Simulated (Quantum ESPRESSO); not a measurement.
# MgO (Fm-3m) in Quantum ESPRESSO: reference runs, part 2 of 2

Quantum ESPRESSO 7.5. The steps go on from the part before.

**3. Single point, PBE (atoms moved at random, drawn with an rms of 0.05 Å)**

Contents of pw.in:

```
&CONTROL
  calculation = 'scf'
  prefix = 'pwscf'
  outdir = './tmp'
  pseudo_dir = './pseudo'
  tprnfor = .true.
  tstress = .true.
  disk_io = 'nowf'
/
&SYSTEM
  ibrav = 0
  nat = 2
  ntyp = 2
  ecutwfc = 55
  ecutrho = 440
  nbnd = 9
  occupations = 'smearing'
  smearing = 'fd'
  degauss = 0.00367493
/
&ELECTRONS
  conv_thr = 4d-10
  electron_maxstep = 120
  mixing_beta = 0.5
/
ATOMIC_SPECIES
Mg    24.3050 Mg.pbe-n-kjpaw_psl.0.3.0.UPF
O     15.9990 O.pbe-n-kjpaw_psl.0.1.UPF
CELL_PARAMETERS angstrom
   0.0000000000    2.0970013927    2.0970013927
   2.0970013927    0.0000000000    2.0970013927
   2.0970013927    2.0970013927    0.0000000000
ATOMIC_POSITIONS crystal
Mg    -0.0164450000    0.0205070000   -0.0158170000
O      0.5022520000    0.4969790000    0.5069060000
K_POINTS automatic
11 11 11 0 0 0
```

Potentials or basis: SSSP 1.3 efficiency PBE.

On the command line:

```
OMP_NUM_THREADS=1 pw.x -in pw.in > pw.out
```

pw.out:

```text
This program is part of the open-source Quantum ESPRESSO suite
     for quantum simulation of materials; please cite
         "P. Giannozzi et al., J. Phys.:Condens. Matter 21 395502 (2009);
         "P. Giannozzi et al., J. Phys.:Condens. Matter 29 465901 (2017);
         "P. Giannozzi et al., J. Chem. Phys. 152 154105 (2020);
     in publications or presentations arising from this work. More details at

     file Mg.pbe-n-kjpaw_psl.0.3.0.UPF: wavefunction(s)  3S renormalized
     file O.pbe-n-kjpaw_psl.0.1.UPF: wavefunction(s)  2P renormalized

     Subspace diagonalization in iterative solution of the eigenvalue problem:
     a serial algorithm will be used

     G-vector sticks info
     --------------------
     sticks:   dense  smooth     PW     G-vecs:    dense   smooth      PW
     Sum         955     475    151                19579     6855    1243

     Using Slab Decomposition

     bravais-lattice index     =            0
     lattice parameter (alat)  =       5.6042  a.u.
     unit-cell volume          =     124.4580 (a.u.)^3
     number of atoms/cell      =            2
     number of atomic types    =            2
     number of electrons       =         8.00
     number of Kohn-Sham states=            9
     kinetic-energy cutoff     =      55.0000  Ry
     charge density cutoff     =     440.0000  Ry
     scf convergence threshold =      4.0E-10
     mixing beta               =       0.5000
     number of iterations used =            8  plain     mixing
     Exchange-correlation= SLA  PW   PBX  PBC
                           (   1   4   3   4   0   0   0)

     celldm(1)=   5.604187  celldm(2)=   0.000000  celldm(3)=   0.000000
     celldm(4)=   0.000000  celldm(5)=   0.000000  celldm(6)=   0.000000

     crystal axes: (cart. coord. in units of alat)
               a(1) = (   0.000000   0.707107   0.707107 )
               a(2) = (   0.707107   0.000000   0.707107 )
               a(3) = (   0.707107   0.707107   0.000000 )

     reciprocal axes: (cart. coord. in units 2 pi/alat)
               b(1) = ( -0.707107  0.707107  0.707107 )
               b(2) = (  0.707107 -0.707107  0.707107 )
               b(3) = (  0.707107  0.707107 -0.707107 )

     PseudoPot. # 1 for Mg read from file:
     Mg.pbe-n-kjpaw_psl.0.3.0.UPF
     Pseudo is Projector augmented-wave + core cor, Zval =  2.0
     Generated using "atomic" code by A. Dal Corso  v.5.0.99 svn rev. 10869
     Shape of augmentation charge: PSQ
     Using radial grid of 1129 points,  4 beta functions with:
                l(1) =   0
                l(2) =   0
                l(3) =   1
                l(4) =   1
     Q(r) pseudized with 0 coefficients

     PseudoPot. # 2 for O  read from file:
     O.pbe-n-kjpaw_psl.0.1.UPF
     Pseudo is Projector augmented-wave + core cor, Zval =  6.0
     Generated using "atomic" code by A. Dal Corso  v.5.0.99 svn rev. 10869
     Shape of augmentation charge: BESSEL
     Using radial grid of 1095 points,  4 beta functions with:
                l(1) =   0
                l(2) =   0
                l(3) =   1
                l(4) =   1
     Q(r) pseudized with 0 coefficients

     atomic species   valence    mass     pseudopotential
     Mg                2.00    24.30500     Mg( 1.00)
     O                 6.00    15.99900     O ( 1.00)

     No symmetry found

   Cartesian axes

     site n.     atom                  positions (alat units)
         1        Mg     tau(   1) = (   0.0033163  -0.0228127   0.0028723  )
         2        O      tau(   2) = (   0.7098539   0.7135825   0.7065630  )

     number of k points=   666  Fermi-Dirac smearing, width (Ry)=  0.0037

     Number of k-points >= 100: set verbosity='high' to print them.

     Dense  grid:    19579 G-vectors     FFT dimensions: (  40,  40,  40)

     Smooth grid:     6855 G-vectors     FFT dimensions: (  27,  27,  27)

     Initial potential from superposition of free atoms

     starting charge       7.9991, renormalised to       8.0000
     Starting wfcs are    8 randomized atomic wfcs +    1 random wfcs
     Checking if some PAW data can be deallocated...

     Self-consistent Calculation

     iteration #  1     ecut=    55.00 Ry     beta= 0.50
     Davidson diagonalization with overlap
     ethr =  1.00E-02,  avg # of iterations =  5.2

     total energy              =     -75.41290376 Ry
     estimated scf accuracy    <       0.37635472 Ry

     iteration #  2     ecut=    55.00 Ry     beta= 0.50
     Davidson diagonalization with overlap
     ethr =  4.70E-03,  avg # of iterations =  1.9

     total energy              =     -75.52104230 Ry
     estimated scf accuracy    <       0.06882994 Ry

     iteration #  3     ecut=    55.00 Ry     beta= 0.50
     Davidson diagonalization with overlap
     ethr =  8.60E-04,  avg # of iterations =  1.2

     total energy              =     -75.53371984 Ry
     estimated scf accuracy    <       0.00335429 Ry

     iteration #  4     ecut=    55.00 Ry     beta= 0.50
     Davidson diagonalization with overlap
     ethr =  4.19E-05,  avg # of iterations =  5.0

     total energy              =     -75.53449313 Ry
     estimated scf accuracy    <       0.00019634 Ry

     iteration #  5     ecut=    55.00 Ry     beta= 0.50
     Davidson diagonalization with overlap
     c_bands:  1 eigenvalues not converged
     ethr =  2.45E-06,  avg # of iterations =  3.5

     total energy              =     -75.53459536 Ry
     estimated scf accuracy    <       0.00000097 Ry

     iteration #  6     ecut=    55.00 Ry     beta= 0.50
     Davidson diagonalization with overlap
     ethr =  1.21E-08,  avg # of iterations =  4.0

     total energy              =     -75.53459801 Ry
     estimated scf accuracy    <       0.00000033 Ry

     iteration #  7     ecut=    55.00 Ry     beta= 0.50
     Davidson diagonalization with overlap
     ethr =  4.10E-09,  avg # of iterations =  1.9

     total energy              =     -75.53459811 Ry
     estimated scf accuracy    <       0.00000001 Ry

     iteration #  8     ecut=    55.00 Ry     beta= 0.50
     Davidson diagonalization with overlap
     ethr =  1.69E-10,  avg # of iterations =  4.9

     End of self-consistent calculation

     Number of k-points >= 100: set verbosity='high' to print the bands.

     the Fermi energy is     7.9748 ev

!    total energy              =     -75.53459814 Ry
     total all-electron energy =      -551.435699 Ry
     estimated scf accuracy    <          3.3E-10 Ry
     smearing contrib. (-TS)   =       0.00000000 Ry
     internal energy E=F+TS    =     -75.53459814 Ry

     The total energy is F=E-TS. E is the sum of the following terms:
     one-electron contribution =      -9.13210341 Ry
     hartree contribution      =      10.18418770 Ry
     xc contribution           =      -9.35384926 Ry
     ewald contribution        =     -26.42858342 Ry
     one-center paw contrib.   =     -40.80424974 Ry

     convergence has been achieved in   8 iterations

     Forces acting on atoms (cartesian axes, Ry/au):

     atom    1 type  1   force =    -0.00037691    0.02109057   -0.00226487
     atom    2 type  2   force =     0.00037691   -0.02109057    0.00226487

     Total force =     0.030003     Total SCF correction =     0.000030

     Computing stress (Cartesian axis) and pressure

          total   stress  (Ry/bohr**3)                   (kbar)     P=       71.47
   0.00041738   0.00000072  -0.00000008           61.40        0.11       -0.01
   0.00000072   0.00062007   0.00000431            0.11       91.22        0.63
  -0.00000008   0.00000431   0.00042002           -0.01        0.63       61.79

=------------------------------------------------------------------------------=
   JOB DONE.
=------------------------------------------------------------------------------=
```

Wall time 52 s (1 thread of AMD EPYC 9R14 (Zen 4), shared host); peak memory 0.15 GiB.

What came out:

```yaml
Free_energy: -1027.7006 eV
Pressure: 7.1 GPa
Largest_force: 0.545 eV/Å
Band_gap_on_the_k_mesh: 4.85 eV, direct
```

Forces in eV/Å, atoms in the order of the input:
```
Mg  -0.010  0.542 -0.058
O    0.010 -0.542  0.058
```

**4. Against experiment**

Step 2. Against the measured gap of MgO, 7.83 eV (quoted in “Electronic structure of alkaline earth and post-transition metal oxides”, 2009, arxiv:0908.1581), the calculated 4.85 eV is off by -2.98 eV. The value is that of PBE, without temperature or zero-point motion. Semilocal functionals fall short of measured gaps as a rule. The cell is a database's relaxed one, not the measured one, which moves gaps too.
